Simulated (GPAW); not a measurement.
The system is C.

```
C
1.0
     2.52207    0.00000    0.00000
     1.26103    2.18417    0.00000
     1.26103    0.72806    2.05926
C
2
Direct
  0.75000 0.75000 0.75000
  0.50000 0.50000 0.50000
```

This isn't the form of C at room conditions, which is graphite.

Base run:

| Property | Result |
| --- | --- |
| Program | GPAW 26.7.0 |
| Functional | OLYP |
| Potentials or basis | PAW data sets generated in the run's folder for this functional |
| Cutoff | 800 eV |
| Basis | pw |
| k mesh | 10 × 10 × 10 |
| Occupations | fermi-dirac, width 0.05 eV |
| Spin | no spin polarisation |

Its results: band gap on the k mesh 4.16 eV, indirect (least direct gap 5.60 eV).

The run is repeated on the same cell with these changes: functional from OLYP to BEEF-vdW; potentials or basis from PAW data sets generated in the run's folder for this functional to GPAW PAW data sets (gpaw-data 1.2.1). What comes out?

Band gap on the k mesh 4.36 eV, indirect (least direct gap 5.67 eV).

A k mesh can miss the band edges.

Not every run made on this cell is shown here.
